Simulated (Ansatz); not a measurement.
# CuO (Tenorite): the cost of one run

All numbers are computed with the Python package of Ansatz 0.2.0. Level of theory: DFT PBE, plane waves, PAW.

## 1. The system

Symmetry: C2/c, No. 15, monoclinic system. The conventional cell has a = 4.684 Å, b = 3.423 Å, c = 5.129 Å, α = 90.00°, β = 99.54°, γ = 90.00°. Around Cu (site symmetry -1) lie 4 O at 1.95 to 1.96 Å. O (site symmetry 2) has 4 Cu at 1.95 to 1.96 Å as nearest neighbours.

No structure file is read: the coordinates are typed or built in the script.

## 2. Script

cuo_vcrelax.py

```python
'''Cell relaxation of CuO.'''

from collections import Counter

import ansatz as az
from ase import Atoms
from ase.io import write
import matplotlib.pyplot as plt
import numpy as np
from pymatgen.core import Structure

def edges_and_angles(cell):
    cell = np.asarray(cell)
    a, b, c = np.linalg.norm(cell, axis=1)
    cosines = cell[1] @ cell[2] / (b * c), cell[0] @ cell[2] / (a * c), cell[0] @ cell[1] / (a * b)
    return (a, b, c, *np.degrees(np.arccos(cosines)))

atoms = Atoms(
    ['Cu', 'Cu', 'O', 'O'],
    scaled_positions=[
        (0.0, 0.5, 0.0),
        (0.5, 0.0, 0.5),
        (0.5816, 0.4184, 0.25),
        (0.4184, 0.5816, 0.75),
    ],
    cell=[
        (2.34185, -1.7113, 0.0),
        (2.34185, 1.7113, 0.0),
        (-0.850027, 0.0, 5.057869),
    ],
    pbc=True,
)
cuo = az.Crystal.from_ase(atoms)

# shape and ions at fixed volume
setup = (
    cuo.calculation()
    .functional('pbe')
    .pseudopotentials('paw')
    .kpoints(length=24)
    .occupations('methfessel_paxton')
    .relax(force_tolerance=0.02, fix_cell=['volume'])
    .band_table()
)
steps = []


def collect(event):
    if event['event'] == 'relax_step':
        steps.append(event['data'])


done = setup.session().plan().execute(on_event=collect)
report = done.report
print('step   energy (eV)     max comp. (eV/A)   P (GPa)  SCF')
for s in steps:
    print(f'{s["step"]:4d} {s["lagrangian_ev"]:15.5f} {s["allowed_force_max_ev_ang"]:12.4f} {s["pressure_gpa"]:10.3f} {s["n_scf"]:5d}')

first, last = steps[0], steps[-1]
symbols = [site.symbol for site in done.lattice.sites]
print(f'energy gained {first["lagrangian_ev"] - last["lagrangian_ev"]:.4f} eV in {len(steps) - 1} steps')
for label, vectors in (('before', first['cell_ang']), ('after', done.lattice.cell_ang)):
    print(label, 'a b c (A) {:.4f} {:.4f} {:.4f}  angles {:.2f} {:.2f} {:.2f}'.format(*edges_and_angles(vectors)), f' V = {abs(np.linalg.det(vectors)):.3f} A^3')
print('final stress xx yy zz (GPa, compression positive):', np.round(np.diag(report['stress_gpa']), 3) + 0.0)

fig, (top, bottom) = plt.subplots(2, 1, sharex=True, figsize=(4.5, 4))
top.plot([s['lagrangian_ev'] - last['lagrangian_ev'] for s in steps], 'o-')
top.set_ylabel('E - E(final) (eV)')
bottom.semilogy([max(s['allowed_force_max_ev_ang'], 1e-6) for s in steps], 's-')
bottom.set(xlabel='step', ylabel='largest force (eV/A)')
fig.tight_layout()
fig.savefig('relax.png', dpi=100)

relaxed = Atoms(symbols, positions=[site.position_ang for site in done.lattice.sites], cell=done.lattice.cell_ang, pbc=True)
write('relaxed.vasp', relaxed, format='vasp')

print(f'free energy      {report["free_energy_ev"]:.5f} eV')
print(f'per atom         {report["free_energy_ev"] / len(done.lattice.sites):.5f} eV')
print(f'SCF iterations   {report["n_iterations"]}  (converged: {report["converged"]})')

fermi = report['fermi_energy_ev']
print('levels less the Fermi level (eV) at the first k-points')
for k, levels in list(zip(report['kpoints_frac'], report['eigenvalues_ev']))[:4]:
    print('k = ({:.3f}, {:.3f}, {:.3f})'.format(*k))
    print('   ', ' '.join(f'{e - fermi:.3f}' for e in levels))

final = Structure(done.lattice.cell_ang, [s.symbol for s in done.lattice.sites], [s.position_frac for s in done.lattice.sites])
# first shell of each atom, within 15 % of its shortest distance
for index, site in enumerate(final):
    near = final.get_neighbors(site, 4.5)
    edge = 1.15 * min(n.nn_distance for n in near)
    shell = Counter((round(n.nn_distance, 2), n.specie.symbol) for n in near if n.nn_distance < edge)
    print(f'{index:2d} {site.specie.symbol:2s}', ', '.join(f'{count} {symbol} at {d:.2f}' for (d, symbol), count in sorted(shell.items())))
```

## 3. What the engine is handed

The package turns the script's settings into the engine's input:

```yaml
crystal:
  lattice:
    - [2.34185, -1.7113, 0.0]
    - [2.34185, 1.7113, 0.0]
    - [-0.850027, 0.0, 5.057869]
  atoms:
    - { symbol: Cu, position: [0.0, 0.5, 0.0] }
    - { symbol: Cu, position: [0.5, 1.1851986940081096e-17, 0.5] }
    - { symbol: O, position: [0.5816, 0.41839999999999994, 0.25] }
    - { symbol: O, position: [0.4184, 0.5816, 0.75] }
kpoints:
  mp_grid:
    grid: [9, 9, 5]
hamiltonian:
  xc: pbe
  pseudopotentials:
    kind: paw
scf:
  occupations:
    method: methfessel_paxton
relax:
  f_tol: 0.02
  cell:
    fix: [volume]
output:
  eigenvalues: true
```

## 4. Running it

Launch:

```
> python cuo_vcrelax.py
```

Q: Estimate wall time and peak memory on 1 thread of Arm Neoverse V2, shared host.

About 89 s, with a peak of 0.56 GiB.
